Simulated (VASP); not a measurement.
The system is CsSnBr3.

```
Cs Sn Br
1.0
     5.83901    0.00000    0.00000
     0.00000    5.83901    0.00000
     0.00000    0.00000    5.83901
Cs Sn Br
1 1 3
Direct
  0.00000 0.00000 0.00000
  0.50000 0.50000 0.50000
  0.00000 0.50000 0.50000
  0.50000 0.50000 0.00000
  0.50000 0.00000 0.50000
```

The cell is a database's computed one.

Base run:

| Quantity | Value |
| --- | --- |
| Program | VASP 6.6.1 |
| Functional | PBE |
| Potentials or basis | VASP PAW PBE potentials, release 64 (Cs_sv, Sn_d, Br) |
| Cutoff | 520 eV |
| k mesh | 6 × 6 × 6 |
| Occupations | gaussian, width 0.02 eV |
| Spin | no spin polarisation |

Its results: band gap on the k mesh 0.50 eV, direct; pressure 0.6 GPa.

Q: The run is repeated on the same cell with these changes: functional from PBE to PBEsol. What comes out?

A: Band gap on the k mesh 0.42 eV, direct; pressure -0.8 GPa.

PBEsol binds more tightly than PBE, so the same cell stands under less pressure.

Caveats: spin-orbit coupling is left out, which moves the levels of the heavy elements; the PAW data sets were made with another functional, which shifts forces and pressure a little (some runs).
